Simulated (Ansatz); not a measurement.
Working through a convergence test of the plane-wave cutoff of MgO, space group P6_3mc

Program: Ansatz's Python interface.

The script reads `mgo.xyz`:
```text
4
Lattice="3.30778699 0.0 0.0 -1.65389349 2.86462756 0.0 0.0 0.0 4.98288167" Properties=species:S:1:pos:R:3 pbc="T T T"
Mg   -0.00000002    1.90975172    0.01076173
Mg    1.65389351    0.95487584    2.50220256
O    -0.00000002    1.90975172    2.00531219
O     1.65389351    0.95487584    4.49675303
```

Run as a notebook:

```python
import csv
import warnings

import ansatz as az
```

```python
params = {
    "mesh": (12, 12, 4),
}
```

```python
warnings.simplefilter("ignore", az.DeckWarning)
```

```python
structure = az.Crystal.from_extxyz("mgo.xyz")
```

```python
structure.resolved().tree()["lattice"]
```

    ((3.30778699, 0.0, 0.0), (-1.65389349, 2.86462756, 0.0), (0.0, 0.0, 4.98288167))

```python
calculation = (
    structure.calculation()
    .kpoints(mesh=params["mesh"])
    .functional(az.Functional.R2SCAN)
    .occupations(az.OccupationsMethod.FIXED)
    .stress()
)
```

```python
rows = []
for value in [300, 350, 400, 450]:
    r = calculation.basis(value).run().report
    rows.append((value, r["free_energy_ev"] / len(r["lattice"]["sites"]), r["n_iterations"], sum(r["stress_gpa"][i][i] for i in range(3)) / 3, r["n_pw"]))

with open("ecut.csv", "w", newline="") as handle:
    writer = csv.writer(handle)
    writer.writerow(["cutoff (eV)", "F/atom (eV)", "iterations", "P (GPa)", "plane waves"])
    writer.writerows([round(v, 5) if isinstance(v, float) else v for v in row] for row in rows)
```

```python
for row in rows[:-1]:
    shift = 1000 * (row[1] - rows[-1][1])
    print(f"{row[0]}: {shift:+.2f} meV/atom" + ("  (within 2 meV)" if abs(shift) < 2 else ""))
```

    300: +217.56 meV/atom
    350: +39.14 meV/atom
    400: +4.38 meV/atom

File `ecut.csv` afterwards:
```csv
cutoff (eV),F/atom (eV),iterations,P (GPa),plane waves
300,-1248.83486,6,-0.34632,579
350,-1249.01328,6,-0.49153,699
400,-1249.04803,7,-0.51394,869
450,-1249.05241,7,-0.53905,1037
```

Pressure is positive in compression. This cell is a computed structure, which may not be the phase found in nature. Shifts are counted from the last row, which is itself no proven limit. The script silences the warnings on its input, which a real study should read. Wall time of the script: 24 s on 1 thread of Arm Neoverse V2, with other jobs on the host, peak memory 0.49 GiB.
